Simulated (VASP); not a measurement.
# Mg (Fm-3m) in VASP: reference runs

Reference runs on Mg: the cell as given and a disturbed copy.

Program: VASP 6.6.1. These are calculated values, not measurements. Logs are shortened: lines on timing, memory, paths and dates and some standing lists are left out, and cuts for length are marked.

### 1 Starting point

The structure is cubic, space group Fm-3m (No. 225). Conventional cell: a = 4.489 Å, b = 4.489 Å, c = 4.489 Å, α = 90.00°, β = 90.00°, γ = 90.00°. Around Mg (site symmetry m-3m) lie 12 Mg at 3.17 Å.

This isn't the form of Mg at room conditions, which is hcp.

### 2 Single point, PBE

File INCAR:

```
SYSTEM = Mg
ALGO = Normal ; EDIFF = 1E-7
ENCUT = 520 ; GGA = PE
ISIF = 2 ; ISMEAR = -1
LASPH = .TRUE. ; LCHARG = .FALSE.
LREAL = .FALSE. ; LWAVE = .FALSE.
NBANDS = 7 ; NELM = 80
PREC = Accurate ; SIGMA = 0.05
```

File KPOINTS:

```
k-points
0
G
  10 10 10
  0 0 0
```

File POSCAR:

```
Mg
1.0
    0.0000000000      2.2442560000      2.2442560000
    2.2442560000      0.0000000000      2.2442560000
    2.2442560000      2.2442560000      0.0000000000
Mg
1
Direct
    0.0000000000      0.0000000000      0.0000000000
```

Potentials or basis: VASP PAW PBE potentials, release 64 (Mg).

Started as:

```bash
cat potpaw_PBE.64/Mg/POTCAR > POTCAR
mpirun -np 1 vasp_std > vasp.out
```

OUTCAR:

```text
SYSTEM = Mg
   EDIFF = 1E-7
   ENCUT = 520
   GGA = PE
   ISIF = 2
   ISMEAR = -1
   LASPH = .TRUE.
   LREAL = .FALSE.
   NELM = 80
   PREC = Accurate

 ion  position               nearest neighbor table
   1  0.000  0.000  0.000-

  LATTYP: Found a face centered cubic cell.
 ALAT       =     4.4885120000

  Lattice vectors:

 A1 = (   0.0000000000,   2.2442560000,   2.2442560000)
 A2 = (   2.2442560000,   0.0000000000,   2.2442560000)
 A3 = (   2.2442560000,   2.2442560000,   0.0000000000)

Analysis of symmetry for initial positions (statically):
=====================================================================
 Subroutine PRICEL returns:
 Original cell was already a primitive cell.

 Routine SETGRP: Setting up the symmetry group for a
 face centered cubic supercell.

 Subroutine GETGRP returns: Found 48 space group operations
 (whereof 48 operations were pure point group operations)
 out of a pool of 48 trial point group operations.

The static configuration has the point symmetry O_h .

Analysis of symmetry for dynamics (positions and initial velocities):
=====================================================================
 Subroutine PRICEL returns:
 Original cell was already a primitive cell.

 Routine SETGRP: Setting up the symmetry group for a
 face centered cubic supercell.

 Subroutine GETGRP returns: Found 48 space group operations
 (whereof 48 operations were pure point group operations)
 out of a pool of 48 trial point group operations.

The dynamic configuration has the point symmetry O_h .

 Subroutine INISYM returns: Found 48 space group operations
 (whereof 48 operations are pure point group operations),
 and found     1 'primitive' translations

----------------------------------------------------------------------------------------

                                     Primitive cell

  volume of cell :      22.6072

  direct lattice vectors                    reciprocal lattice vectors
     0.000000000  2.244256000  2.244256000    -0.222790983  0.222790983  0.222790983
     2.244256000  0.000000000  2.244256000     0.222790983 -0.222790983  0.222790983
     2.244256000  2.244256000  0.000000000     0.222790983  0.222790983 -0.222790983

  length of vectors
     3.173857273  3.173857273  3.173857273     0.385885302  0.385885302  0.385885302

  position of ions in fractional coordinates (direct lattice)
     0.000000000  0.000000000  0.000000000

  ion indices of the primitive-cell ions
   primitive index   ion index
                 1           1

----------------------------------------------------------------------------------------

 KPOINTS: k-points

Automatic generation of k-mesh.
 Grid dimensions read from file:
 generate k-points for:   10   10   10

 Generating k-lattice:

  Cartesian coordinates                     Fractional coordinates (reciprocal lattice)
    -0.022279098  0.022279098  0.022279098     0.100000000  0.000000000  0.000000000
     0.022279098 -0.022279098  0.022279098     0.000000000  0.100000000  0.000000000
     0.022279098  0.022279098 -0.022279098     0.000000000  0.000000000  0.100000000

  Length of vectors
     0.038588530  0.038588530  0.038588530

  Shift w.r.t. Gamma in fractional coordinates (k-lattice)
     0.000000000  0.000000000  0.000000000

 Subroutine IBZKPT returns following result:
 ===========================================

 Found     47 irreducible k-points:

 Following reciprocal coordinates:
            Coordinates               Weight
  0.000000  0.000000  0.000000      1.000000
  0.100000  0.000000  0.000000      8.000000
  0.200000  0.000000  0.000000      8.000000
  0.300000  0.000000  0.000000      8.000000
  0.400000  0.000000  0.000000      8.000000
  0.500000  0.000000  0.000000      4.000000
[... 39 lines left out ...]
 -0.300000  0.400000  0.200000     24.000000
 -0.300000  0.500000  0.200000     12.000000
   k-points           NKPTS =     47   k-points in BZ     NKDIM =     47   number of bands    NBANDS=      7
   number of dos      NEDOS =    301   number of ions     NIONS =      1
   total plane-waves  NPLWV =  13824
   dimension x,y,z NGX =    24 NGY =   24 NGZ =   24
   dimension x,y,z NGXF=    48 NGYF=   48 NGZF=   48
   ions per type =               1
   NGX,Y,Z   is equivalent  to a cutoff of  12.57, 12.57, 12.57 a.u.
   NGXF,Y,Z  is equivalent  to a cutoff of  25.14, 25.14, 25.14 a.u.
 SYSTEM =  Mg
   PREC   = accura    normal or accurate (medium, high low for compatibility)
   ISTART =      0    job   : 0-new  1-cont  2-samecut
   ICHARG =      2    charge: 1-file 2-atom 10-const
   ISPIN  =      1    spin polarized calculation?
   LNONCOLLINEAR =      F non collinear calculations
   LSORBIT =      F    spin-orbit coupling
   LASPH  =      T    aspherical Exc in radial PAW
   ENCUT  =  520.0 eV  38.22 Ry    6.18 a.u.   5.90  5.90  5.90*2*pi/ulx,y,z
   NELM   =     80;   NELMIN=  2; NELMDL= -5     # of ELM steps
   EDIFF  = 0.1E-06   stopping-criterion for ELM
   LREAL  =      F    real-space projection
   EDIFFG = 0.1E-05   stopping-criterion for IOM
   NSW    =      0    number of steps for IOM
   IBRION =     -1    ionic relax: 0-MD 1-quasi-New 2-CG
   NFREE  =      0    steps in history (QN), initial steepest desc. (CG)
   ISIF   =      2    stress and relaxation
   ISYM   =      2    0-nonsym 1-usesym 2-fastsym
   POTIM  = 0.5000    time-step for ionic-motion
   TEBEG  =    0.0;   TEEND  =   0.0 temperature during run
   PSTRESS=    0.0 pullay stress
   NELECT =       2.0000    total number of electrons
   NUPDOWN=      -1.0000    fix difference up-down
   EMIN   =  10.00;   EMAX   =-10.00  energy-range for DOS
   EFERMI =   0.00;   METHOD = LEGACY
   ISMEAR =    -1;   SIGMA  =   0.05  broadening in eV -4-tet -1-fermi 0-gaus
   EFERMI_NEDOS =   21; number of points for ismear=-14 and -15
   IALGO  =     38    algorithm
   IMIX   =      4    mixing-type and parameters
     AMIX     =   0.40;   BMIX     =  1.00
     AMIX_MAG =   1.60;   BMIX_MAG =  1.00
  volume/ion in A,a.u.               =      22.61       152.56
  Fermi-wavevector in a.u.,A,eV,Ry     =   0.729462  1.378483  7.239854  0.532114
  Thomas-Fermi vector in A             =   1.821189
   LORBIT       =      0    0 simple, 1 ext, 2 COOP (PROOUT), +10 PAW based schemes
   GGA     = PE    functional components
   LHFCALC =     F    Hartree Fock is set to
   AEXX    =    0.0000 exact exchange contribution
   IVDW    =     0    specifies the selected vdW correction
   LEPSILON=     F    determine dielectric tensor
   LRPA    =     F    only Hartree local field effects (RPA)
 non-spin polarized calculation
  energy-cutoff  :      520.00
  volume of cell :       22.61
 maximum number of plane-waves:       620
   NGX = 11   NGY = 11   NGZ = 11

 number of electron       2.0000000 magnetization

 Free energy of the ion-electron system (eV)
  ---------------------------------------------------
  ext. energy  EPLUGINS =         0.00000000
  ---------------------------------------------------
  free energy    TOTEN  =        -1.49550696 eV

  energy without entropy =       -1.49151985  energy(sigma->0) =       -1.49351340

 E-fermi :   2.7774     XC(G=0):  -8.5393

 val. band max:        2.7457693103   @ k =  -0.4000   0.5000   0.1000
 cond. band min:       2.8672088956   @ k =  -0.3000   0.4000   0.1000
 fundamental gap:      0.1214395853
 Fermi energy:         2.7773818442

 k-point     1 :       0.0000    0.0000    0.0000
  band No.  band energies     occupation
      1      -4.2848      2.00000
      2      15.1571      0.00000
      3      15.1571      0.00000
      4      15.1571      0.00000
      5      17.1705      0.00000
      6      17.1705      0.00000
      7      17.1705      0.00000

 k-point     2 :       0.1000    0.0000    0.0000
  band No.  band energies     occupation
      1      -4.0603      2.00000
      2      12.5250      0.00000
      3      14.7316      0.00000
      4      14.7316      0.00000
      5      17.0244      0.00000
      6      17.9739      0.00000
      7      17.9739      0.00000

 k-point     3 :       0.2000    0.0000    0.0000
  band No.  band energies     occupation
      1      -3.3898      2.00000
      2       9.2461      0.00000
      3      14.1807      0.00000
      4      14.1807      0.00000
      5      16.5379      0.00000
      6      18.1044      0.00000
      7      18.1044      0.00000

 k-point     4 :       0.3000    0.0000    0.0000
  band No.  band energies     occupation
      1      -2.2829      2.00000
      2       6.2211      0.00000
      3      13.8949      0.00000
      4      13.8949      0.00000
      5      16.2375      0.00000
      6      16.5813      0.00000
      7      16.5813      0.00000

 k-point     5 :       0.4000    0.0000    0.0000
  band No.  band energies     occupation
      1      -0.7559      2.00000
      2       3.5339      0.00000
      3      13.9120      0.00000
      4      13.9120      0.00000
      5      15.4561      0.00000
      6      15.4561      0.00000
      7      16.2323      0.00000
[... 321 lines left out ...]
 k-point    38 :      -0.4000    0.3000    0.1000
  band No.  band energies     occupation
      1       1.7719      2.00000
      2       3.2507      0.00015
      3       7.4765      0.00000
      4       9.1852      0.00000
      5      14.5360      0.00000
      6      18.4047      0.00000
      7      19.9844      0.00000

 k-point    39 :      -0.3000    0.3000    0.1000
  band No.  band energies     occupation
      1       1.1621      2.00000
      2       3.9508      0.00000
      3       6.9934      0.00000
      4       9.8438      0.00000
      5      15.3218      0.00000
      6      17.7327      0.00000
      7      20.5954      0.00000

 k-point    40 :      -0.2000    0.3000    0.1000
  band No.  band energies     occupation
      1      -0.4678      2.00000
      2       5.9819      0.00000
      3       7.3218      0.00000
      4      10.9534      0.00000
      5      16.4493      0.00000
      6      16.8966      0.00000
      7      18.5848      0.00000

 [... further k-points ...]

------------------------ aborting loop because EDIFF is reached ----------------------------------------

  FORCE on cell =-STRESS in cart. coord.  units (eV):
  Direction    XX          YY          ZZ          XY          YZ          ZX
  --------------------------------------------------------------------------------------
  -------------------------------------------------------------------------------------
  Total        0.0965054      0.0965054      0.0965054     -0.0000000      0.0000000      0.0000000
  in kB        6.8393522      6.8393522      6.8393522     -0.0000000      0.0000000      0.0000000
  external PRESSURE =       6.8393522 kB  Pullay stress =       0.0000000 kB

 VOLUME and BASIS-vectors are now :
 -----------------------------------------------------------------------------
  energy-cutoff  :      520.00
  volume of cell :       22.61
      direct lattice vectors                 reciprocal lattice vectors
     0.000000000  2.244256000  2.244256000    -0.222790983  0.222790983  0.222790983
     2.244256000  0.000000000  2.244256000     0.222790983 -0.222790983  0.222790983
     2.244256000  2.244256000  0.000000000     0.222790983  0.222790983 -0.222790983

 POSITION                                       TOTAL-FORCE (eV/Angst)
 -----------------------------------------------------------------------------------
      0.00000      0.00000      0.00000         0.000000      0.000000      0.000000
 -----------------------------------------------------------------------------------
    total drift:                               -0.000000      0.000000      0.000000

  FREE ENERGIE OF THE ION-ELECTRON SYSTEM (eV)
  ---------------------------------------------------
  free  energy   TOTEN  =        -1.4955069551 eV

  energy  without entropy=       -1.4915198501  energy(sigma->0) =       -1.49351340
```

Wall time 13 s (1 thread of AMD EPYC 7R43 (Zen 3), shared host); peak memory 0.09 GiB.

Results:

```
Free energy            : -1.4955 eV
Pressure               : 0.7 GPa
Band gap on the k mesh : none (metal or under the smearing width)
```

Levels at points of the mesh, in eV from the Fermi level:
```tsv
k point	band 1	band 2	band 3	band 4
(0.00, 0.00, 0.00)	-7.06	12.38	12.38	12.38
(0.50, 0.00, 0.00)	-1.80	-1.36	11.28	11.28
(0.50, 0.50, 0.00)	-0.30	0.73	6.05	6.95
```

### 3 Single point, PBE (cell strained at random at fixed volume)

File INCAR:

```
  PREC = Accurate
  ENCUT = 520
  EDIFF = 1E-7
  ISMEAR = -1
  SIGMA = 0.05
  LREAL = False
  LASPH = True
  NELM = 60
  ALGO = Normal
  ISIF = 2
  LWAVE = False
  LCHARG = False
  GGA = PE
  NBANDS = 7
```

File KPOINTS:

```
regular mesh
0
Gamma
  10 10 10
```

File POSCAR:

```
Mg
1.0
    0.0207430000      2.2136530000      2.2741310000
    2.2675650000      0.0412810000      2.2535940000
    2.3014000000      2.2269500000      0.0074460000
Mg
1
Direct
    0.0017210000      0.0071970000     -0.0104890000
```

Potentials or basis: VASP PAW PBE potentials, release 64 (Mg).

Started as:

```bash
cat potpaw_PBE.64/Mg/POTCAR > POTCAR
mpirun -np 1 vasp_std > vasp.out
```

Run time: 90 s. Hardware: 1 thread of AMD EPYC 7R43 (Zen 3), shared host; peak memory 0.16 GiB.

It converged, with:

| Property | Result |
| --- | --- |
| Free energy | -1.4941 eV |
| Pressure | 0.7 GPa |
| Band gap on the k mesh | none (metal or under the smearing width) |

Stress tensor (GPa, compression positive):
```
 0.58 -0.71  0.12
-0.71  0.90 -0.42
 0.12 -0.42  0.63
```

Levels at points of the mesh, in eV from the Fermi level:
| k point | band 1 | band 2 | band 3 | band 4 | band 5 | band 6 |
| --- | --- | --- | --- | --- | --- | --- |
| (0.00, 0.00, 0.00) | -7.04 | 12.09 | 12.30 | 12.86 | 13.99 | 14.26 |
| (0.50, 0.00, 0.00) | -1.76 | -1.30 | 10.93 | 11.61 | 11.75 | 12.45 |
| (0.00, 0.50, 0.00) | -1.67 | -1.13 | 10.86 | 11.31 | 11.60 | 12.13 |
| (0.50, 0.50, 0.00) | -0.36 | 0.65 | 6.13 | 6.72 | 7.47 | 10.01 |
| (0.00, 0.00, 0.50) | -1.82 | -1.41 | 11.06 | 11.70 | 11.97 | 12.52 |
| (0.50, 0.00, 0.50) | 0.00 | 1.07 | 5.86 | 6.59 | 6.77 | 9.62 |
| (0.00, 0.50, 0.50) | -0.44 | 0.56 | 6.21 | 6.99 | 7.38 | 10.07 |
| (0.50, 0.50, 0.50) | -1.86 | -1.48 | 11.01 | 11.86 | 12.01 | 12.52 |
